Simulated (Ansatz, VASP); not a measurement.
# One calculation of ZrB2, two programs

```xyz
3
Lattice="2.9405 0.0000 0.0000 -1.4702 2.5465 0.0000 0.0000 0.0000 3.2977" Properties=species:S:1:pos:R:3 pbc="T T T"
Zr    0.0000    0.0000    0.0000
B     0.0000    1.6977    1.6489
B     1.4702    0.8488    1.6489
```

Change from the starting cell: volume scaled by 0.8, LAPW.

Alike in both runs: task single point; functional LDA; k mesh 13 × 13 × 10; occupations fermi-dirac, width 0.05 eV; no spin polarisation.

```csv
,VASP,Ansatz
version,VASP 6.6.1,Ansatz 0.2.0
potentials or method,"VASP PAW LDA potentials, release 64 (Zr_sv, B), cutoff 520 eV","all-electron LAPW, scalar-relativistic"
```

```tsv
	VASP	Ansatz	Ansatz less VASP
pressure (GPa)	69.0	68.2	-0.90
largest component of the traceless stress (GPa)	3.44	3.46	+0.030
```

Ansatz ran all-electron here, so the differences hold the error of VASP's frozen core and of both bases.

Caveats: the cell as given lies far from equilibrium; so large a pressure means that the cell lies far from this level's equilibrium, or that cutoff or potentials fall short (VASP).
